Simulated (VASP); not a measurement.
A run of VASP 6.6.1:

Contents of INCAR:

```
PREC = Accurate
ENCUT = 600
EDIFF = 1E-7
ISMEAR = -1
SIGMA = 0.05
LREAL = False
LASPH = True
NELM = 100
ALGO = Normal
ISIF = 3
LWAVE = False
LCHARG = False
GGA = CA
IBRION = 2
NSW = 40
EDIFFG = -0.01
```

File KPOINTS:

```
regular mesh
0
Gamma
  10 10 10
```

Contents of POSCAR:

```
Rh
1.0
    0.0000000000      1.8978500000      1.8978500000
    1.8978500000      0.0000000000      1.8978500000
    1.8978500000      1.8978500000      0.0000000000
Rh
1
Direct
    0.0000000000      0.0000000000      0.0000000000
```

Potentials or basis: VASP PAW LDA potentials, release 64 (Rh_pv).

Launch:

```bash
$ cat potpaw_LDA.64/Rh_pv/POTCAR > POTCAR
$ mpirun -np 1 vasp_std > vasp.out
```

Hardware: 1 thread of AMD EPYC 7R13 Processor (Zen 3), on a shared host.

Estimate the wall time of this run.

Run time: 25 s on 1 thread of AMD EPYC 7R13 Processor (Zen 3), on a shared host, peak memory 0.12 GiB. Counts: scf iterations 32, k points 47, ion steps 4.
